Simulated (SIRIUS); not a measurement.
Al2O3 under changes of volume

One of the cells (13.454 Å³/atom); the others are scaled copies at fixed shape and fractional positions:

```
Al O
1.0
     2.88432    0.00000    0.00000
    -1.44216    2.49790    0.00000
     0.00000    0.00000    9.33675
Al O
2 3
Direct
  0.00000 0.00000 0.85001
  0.00000 0.00000 0.14999
  0.33333 0.66667 0.77768
  0.66667 0.33333 0.00000
  0.33333 0.66667 0.22232
```

Measurements of this composition are mostly on another form, of space group No. 167.

* Program: SIRIUS 7.12.0
* Functional: LDA
* Potentials or basis: all-electron FP-LAPW
* Cutoff: 392 eV
* Basis: apw+lo standard
* k mesh: 7 × 7 × 2
* Occupations: fermi-dirac, width 0.05 eV
* Spin: no spin polarisation

```csv
volume (Å³/atom),energy over the lowest point (meV/atom),gap on the mesh (eV)
12.647,0.81,5.34
12.916,0.00,5.15
13.185,4.38,4.97
13.454,?,?
13.723,27.21,4.62
13.992,44.68,4.45
14.261,65.53,4.29
```

Q: What does the run at 13.454 Å³/atom give?

A: Energy over the lowest point 13.57 meV/atom; gap on the mesh 4.79 eV.

Worked out: A Birch-Murnaghan fit of order 3 (a polynomial in V^(-2/3)) to the other rows has its minimum at 12.82 Å³/atom with B0 = V·E''(V) = 157 GPa and B' = 4.1 at fixed shape and positions, which overstates the stiffness. It gives 13.67 meV/atom at 13.454 Å³/atom, against the run's 13.57. A straight line through the other rows of the gap, of slope -8.75 eV per unit of ln V, gives 4.80 eV, against the run's 4.79.

Energies are extrapolated to zero smearing.

Caveats: an odd mesh through Γ misses points on the zone boundary, where band edges often lie.
